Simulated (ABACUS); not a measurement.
A run of ABACUS 3.10.1:

File INPUT:

```
INPUT_PARAMETERS
suffix              Na
calculation         scf
basis_type          lcao
pseudo_dir          ./
orbital_dir         ./
latname             bcc
symmetry            1
dft_functional      pz
ecutwfc             100
pseudo_rcut         10
nspin               1
nbands              14
ks_solver           genelpa
smearing_method     fd
smearing_sigma      0.00367493
scf_thr             1e-07
scf_nmax            100
mixing_type         broyden
mixing_beta         0.7
cal_force           1
cal_stress          1
out_mul             1
out_chg             1
```

STRU

```
ATOMIC_SPECIES
Na 22.9898 Na.upf

NUMERICAL_ORBITAL
Na_confined-atom_9au_3s2p1d.orb

LATTICE_CONSTANT
8.0918072656

ATOMIC_POSITIONS
Direct

Na
0.0
1
0.0000000000 0.0000000000 0.0000000000 1 1 1
```

File KPT:

```
K_POINTS
0
Gamma
8 8 8 0 0 0
```

Potentials or basis: PseudoDojo NC SR 0.4.1 LDA stringent, DZP LCAO (the cutoffs set its grid).

Run with:

```console
$ OMP_NUM_THREADS=1 mpirun -np 4 abacus > log
```

Hardware: 4 MPI ranks on Intel(R) Xeon(R) Platinum 8259CL CPU @ 2.50GHz (Skylake/Cascade Lake) (shared host).

Q: How long does it take, and how much memory?

A: Wall time 3.3 s on 4 MPI ranks on Intel(R) Xeon(R) Platinum 8259CL CPU @ 2.50GHz (Skylake/Cascade Lake), with other jobs on the host, peak memory 0.36 GiB a rank. Counts: scf iterations 7, k points 29, bands 14, basis 14, ranks 4.
